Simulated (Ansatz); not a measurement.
The system is Te.

```
Te
1.0
     4.45400    0.00000    0.00000
    -2.22700    3.85728    0.00000
     0.00000    0.00000    5.92400
Te
3
Direct
  0.73100 0.73100 0.00000
  0.00000 0.26900 0.66667
  0.26900 0.00000 0.33333
```

| Item | Value |
| --- | --- |
| Program | Ansatz 0.2.0 |
| Task | single point |
| Functional | PBE |
| Potentials or basis | all-electron LAPW, scalar-relativistic |
| Cutoff | 234 eV (chosen from the basis error) |
| Basis error allowed | 0.001 eV/atom |
| k mesh | 7 × 7 × 5 |
| Occupations | fermi-dirac, width 0.05 eV |
| Spin | no spin polarisation |

On this cell: pressure 1.5 GPa; largest force 0.144 eV/Å; band gap on the k mesh 0.64 eV, indirect (least direct gap 0.80 eV).

The same run follows on a disturbed copy (atoms moved at random, drawn with an rms of 0.05 Å):

```
CELL_PARAMETERS angstrom
4.45400 0.00000 0.00000
-2.22700 3.85728 0.00000
0.00000 0.00000 5.92400
ATOMIC_POSITIONS crystal
Te 0.72636 0.72628 0.99901
Te 0.00652 0.27843 0.67379
Te 0.27379 0.01099 0.33305
```

Problem. What does the disturbed cell give?

Solution. The energy moves by +0.7 meV/atom; pressure 1.1 GPa; largest force 0.210 eV/Å; band gap on the k mesh 0.49 eV, indirect (least direct gap 0.72 eV).

Forces on the atoms (eV/Å):
```
Te  -0.027  0.012  0.127
Te  -0.067  0.053 -0.192
Te   0.094 -0.066  0.065
```

Stress tensor (GPa, compression positive):
```
 1.05 -0.10 -0.04
-0.10  1.00 -0.14
-0.04 -0.14  1.34
```

Caveats: spin-orbit coupling is left out, which moves the levels of the heavy elements; an odd mesh through Γ misses points on the zone boundary, where band edges often lie.
